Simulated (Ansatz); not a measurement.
# Sn: LDA, GGA and meta-GGA on one cell

How much do pressure and electronic structure of Sn hang on the functional? The cell is held and solved under LDA, PBEsol, PBE. Some runs scale the volume too.

Method: DFT, scalar-relativistic, functionals as named in each step, in Ansatz 0.2.0.

## 1. Starting point

The structure is tetragonal, space group I4_1/amd (No. 141). Conventional cell: a = 5.880 Å, b = 5.880 Å, c = 3.199 Å, α = 90.00°, β = 90.00°, γ = 90.00°. Sn (site symmetry -4m2) has 6 Sn at 3.05 to 3.20 Å as nearest neighbours.

As a file:

```
CELL_PARAMETERS angstrom
-2.94014 2.94014 1.59930
2.94014 -2.94014 1.59930
2.94014 2.94014 -1.59930
ATOMIC_POSITIONS crystal
Sn 0.75000 0.25000 0.50000
Sn 0.00000 0.00000 0.00000
```

Atoms are numbered in the order of the input: Sn1, Sn2.

## 2. LDA, LAPW

Input file input.yaml:

```yaml
crystal:
  lattice:
    - [-2.9401404553, 2.9401404553, 1.5993019889]
    - [2.9401404553, -2.9401404553, 1.5993019889]
    - [2.9401404553, 2.9401404553, -1.5993019889]
  atoms:
    - { symbol: Sn, position: [0.75, 0.25, 0.5] }
    - { symbol: Sn, position: [0.0, 0.0, 0.0] }
kpoints:
  mp_grid: { grid: [12, 12, 12] }
  band_path:
    path:
      - [0.0, 0.0, 0.0]
      - [0.0, 0.0, 0.5]
      - [-0.5, 0.5, 0.5]
      - [0.0, 0.0, 0.0]
      - [0.3239715651, 0.3239715651, -0.3239715651]
      - [-0.3239715651, 0.6760284349, 0.3239715651]
      - [-0.5, 0.5, 0.5]
      - [0.0, 0.0, 0.5]
      - [0.25, 0.25, 0.25]
    npoints: 5
scf:
  occupations: { method: fermi_dirac, width: 0.05 }
hamiltonian:
  xc: lda
  pseudopotentials: { kind: all_electron, lapw: { basis_error: 0.00025 } }
output:
  forces: true
  stress: true
  eigenvalues: true
```

## 3. LDA, PAW

Changes to input.yaml since step 2:

```diff
@@ -26,3 +26,3 @@
   xc: lda
-  pseudopotentials: { kind: all_electron, lapw: { basis_error: 0.00025 } }
+  pseudopotentials: { kind: paw }
 output:
@@ -31 +31,2 @@
   eigenvalues: true
+  efg: { contact_densities: true }
```

## 4. LDA, LAPW, volume × 0.96

Input file input.yaml:

```yaml
crystal:
  lattice:
    - [-2.9004039564, 2.9004039564, 1.5776871502]
    - [2.9004039564, -2.9004039564, 1.5776871502]
    - [2.9004039564, 2.9004039564, -1.5776871502]
  atoms:
    - { symbol: Sn, position: [0.75, 0.25, 0.5] }
    - { symbol: Sn, position: [0.0, 0.0, 0.0] }
kpoints:
  mp_grid: { grid: [12, 12, 12] }
scf:
  occupations: { method: fermi_dirac, width: 0.05 }
hamiltonian:
  xc: lda
  pseudopotentials: { kind: all_electron, lapw: { basis_error: 0.00025 } }
output:
  forces: true
  stress: true
  eigenvalues: true
```

## 5. LDA, PAW, volume × 0.96

Changes to input.yaml since step 4:

```diff
@@ -14,3 +14,3 @@
   xc: lda
-  pseudopotentials: { kind: all_electron, lapw: { basis_error: 0.00025 } }
+  pseudopotentials: { kind: paw }
 output:
@@ -19 +19,2 @@
   eigenvalues: true
+  efg: { contact_densities: true }
```

## 6. PBEsol, LAPW

Input file input.yaml:

```yaml
crystal:
  lattice:
    - [-2.9401404553, 2.9401404553, 1.5993019889]
    - [2.9401404553, -2.9401404553, 1.5993019889]
    - [2.9401404553, 2.9401404553, -1.5993019889]
  atoms:
    - { symbol: Sn, position: [0.75, 0.25, 0.5] }
    - { symbol: Sn, position: [0.0, 0.0, 0.0] }
kpoints:
  mp_grid: { grid: [12, 12, 12] }
  band_path:
    path:
      - [0.0, 0.0, 0.0]
      - [0.0, 0.0, 0.5]
      - [-0.5, 0.5, 0.5]
      - [0.0, 0.0, 0.0]
      - [0.3239715651, 0.3239715651, -0.3239715651]
      - [-0.3239715651, 0.6760284349, 0.3239715651]
      - [-0.5, 0.5, 0.5]
      - [0.0, 0.0, 0.5]
      - [0.25, 0.25, 0.25]
    npoints: 5
scf:
  occupations: { method: fermi_dirac, width: 0.05 }
hamiltonian:
  xc: pbesol
  pseudopotentials: { kind: all_electron, lapw: { basis_error: 0.00025 } }
output:
  forces: true
  stress: true
  eigenvalues: true
```

## 7. PBEsol, PAW

Changes to input.yaml since step 6:

```diff
@@ -26,3 +26,3 @@
   xc: pbesol
-  pseudopotentials: { kind: all_electron, lapw: { basis_error: 0.00025 } }
+  pseudopotentials: { kind: paw }
 output:
@@ -31 +31,2 @@
   eigenvalues: true
+  efg: { contact_densities: true }
```

## 8. PBEsol, LAPW, volume × 0.96

Input file input.yaml:

```yaml
crystal:
  lattice:
    - [-2.9004039564, 2.9004039564, 1.5776871502]
    - [2.9004039564, -2.9004039564, 1.5776871502]
    - [2.9004039564, 2.9004039564, -1.5776871502]
  atoms:
    - { symbol: Sn, position: [0.75, 0.25, 0.5] }
    - { symbol: Sn, position: [0.0, 0.0, 0.0] }
kpoints:
  mp_grid: { grid: [12, 12, 12] }
scf:
  occupations: { method: fermi_dirac, width: 0.05 }
hamiltonian:
  xc: pbesol
  pseudopotentials: { kind: all_electron, lapw: { basis_error: 0.00025 } }
output:
  forces: true
  stress: true
  eigenvalues: true
```

## 9. PBEsol, PAW, volume × 0.96

Changes to input.yaml since step 8:

```diff
@@ -14,3 +14,3 @@
   xc: pbesol
-  pseudopotentials: { kind: all_electron, lapw: { basis_error: 0.00025 } }
+  pseudopotentials: { kind: paw }
 output:
@@ -19 +19,2 @@
   eigenvalues: true
+  efg: { contact_densities: true }
```

## 10. PBE, LAPW

Input file input.yaml:

```yaml
crystal:
  lattice:
    - [-2.9401404553, 2.9401404553, 1.5993019889]
    - [2.9401404553, -2.9401404553, 1.5993019889]
    - [2.9401404553, 2.9401404553, -1.5993019889]
  atoms:
    - { symbol: Sn, position: [0.75, 0.25, 0.5] }
    - { symbol: Sn, position: [0.0, 0.0, 0.0] }
kpoints:
  mp_grid: { grid: [12, 12, 12] }
  band_path:
    path:
      - [0.0, 0.0, 0.0]
      - [0.0, 0.0, 0.5]
      - [-0.5, 0.5, 0.5]
      - [0.0, 0.0, 0.0]
      - [0.3239715651, 0.3239715651, -0.3239715651]
      - [-0.3239715651, 0.6760284349, 0.3239715651]
      - [-0.5, 0.5, 0.5]
      - [0.0, 0.0, 0.5]
      - [0.25, 0.25, 0.25]
    npoints: 5
scf:
  occupations: { method: fermi_dirac, width: 0.05 }
hamiltonian:
  xc: pbe
  pseudopotentials: { kind: all_electron, lapw: { basis_error: 0.00025 } }
output:
  forces: true
  stress: true
  eigenvalues: true
```

## 11. PBE, PAW

Changes to input.yaml since step 10:

```diff
@@ -26,3 +26,3 @@
   xc: pbe
-  pseudopotentials: { kind: all_electron, lapw: { basis_error: 0.00025 } }
+  pseudopotentials: { kind: paw }
 output:
@@ -31 +31,2 @@
   eigenvalues: true
+  efg: { contact_densities: true }
```

## 12. PBE, LAPW, volume × 1.04

Input file input.yaml:

```yaml
crystal:
  lattice:
    - [-2.9788309508, 2.9788309508, 1.6203478496]
    - [2.9788309508, -2.9788309508, 1.6203478496]
    - [2.9788309508, 2.9788309508, -1.6203478496]
  atoms:
    - { symbol: Sn, position: [0.75, 0.25, 0.5] }
    - { symbol: Sn, position: [0.0, 0.0, 0.0] }
kpoints:
  mp_grid: { grid: [12, 12, 12] }
scf:
  occupations: { method: fermi_dirac, width: 0.05 }
hamiltonian:
  xc: pbe
  pseudopotentials: { kind: all_electron, lapw: { basis_error: 0.00025 } }
output:
  forces: true
  stress: true
  eigenvalues: true
```

## 13. PBE, PAW, volume × 1.04

Changes to input.yaml since step 12:

```diff
@@ -14,3 +14,3 @@
   xc: pbe
-  pseudopotentials: { kind: all_electron, lapw: { basis_error: 0.00025 } }
+  pseudopotentials: { kind: paw }
 output:
@@ -19 +19,2 @@
   eigenvalues: true
+  efg: { contact_densities: true }
```

(Steps that only read results are left out.)

**Question.** What will these runs give? Wanted: pressure, LDA; pressure, PBEsol; pressure, PBE; pressure, LDA, LAPW, volume × 0.96; pressure, PBEsol, LAPW, volume × 0.96; pressure, PBE, LAPW, volume × 1.04.

The runs gave:

```
                             quantity      value
                 pressure, LDA (LAPW)  -2.90 GPa
              pressure, PBEsol (LAPW)  -1.51 GPa
                 pressure, PBE (LAPW)   1.34 GPa
   pressure, LDA, LAPW, volume × 0.96  -0.84 GPa
pressure, PBEsol, LAPW, volume × 0.96   0.70 GPa
   pressure, PBE, LAPW, volume × 1.04  -0.59 GPa
```

What this shows: LAPW pressures run LDA (-2.9 GPa) < PBEsol (-1.5 GPa) < PBE (1.3 GPa); a lower pressure means a smaller equilibrium volume. A straight line through the two LDA volumes puts zero pressure near 26.09 Å³/atom. A straight line through the two PBEsol volumes puts zero pressure near 26.90 Å³/atom. A straight line through the two PBE volumes puts zero pressure near 28.42 Å³/atom. Over the pairs set side by side here (LDA, LDA, PBEsol, PBEsol, PBE, PBE), PAW stays within 0.01 GPa of LAPW.
